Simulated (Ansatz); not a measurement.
## Phonon spectrum of K

Method: DFT PBE, scalar-relativistic, plane waves, PAW in Ansatz 0.2.0. Settings: 420 eV plane-wave cutoff, Γ-centred 12×12×12 mesh, Fermi-Dirac smearing of 0.15 eV. No spin polarisation. Phonons by linear response, acoustic sum rule imposed.

Relaxed structure:
```yaml
crystal:
  lattice:
    - [2.36275, 1.36413, 3.85376]
    - [-2.36275, 1.36413, 3.85376]
    - [0.00000, -2.72826, 3.85376]
  atoms:
    - { symbol: K, position: [0.50000, 0.50000, 0.50000] }
```

The structure comes from a generated guess, relaxed at this level; another structure or a mixture of phases may lie lower. In a metal, frequencies and elastic constants depend on the k mesh and the smearing, soft modes and shear constants most.

Force constants from linear response on a 3×3×3 q mesh.

Task: Is the structure dynamically stable on the q mesh?

Result: Yes, on this mesh: no mode is imaginary.

Task: Give the frequencies (cm⁻¹) at the zone-boundary points of high symmetry (interpolated where a point lies off the q mesh).

Result:
```csv
point,q,frequencies
T,0.500 0.500 0.500,31 31 76
H2,0.750 0.250 0.500,50 67 67
H0,0.500 -0.250 0.250,50 67 67
L,0.500 0.000 0.000,31 31 76
S0,0.375 -0.375 0.000,47 62 72
S2,0.625 0.000 0.375,47 62 72
F,0.500 0.000 0.500,54 54 78
```
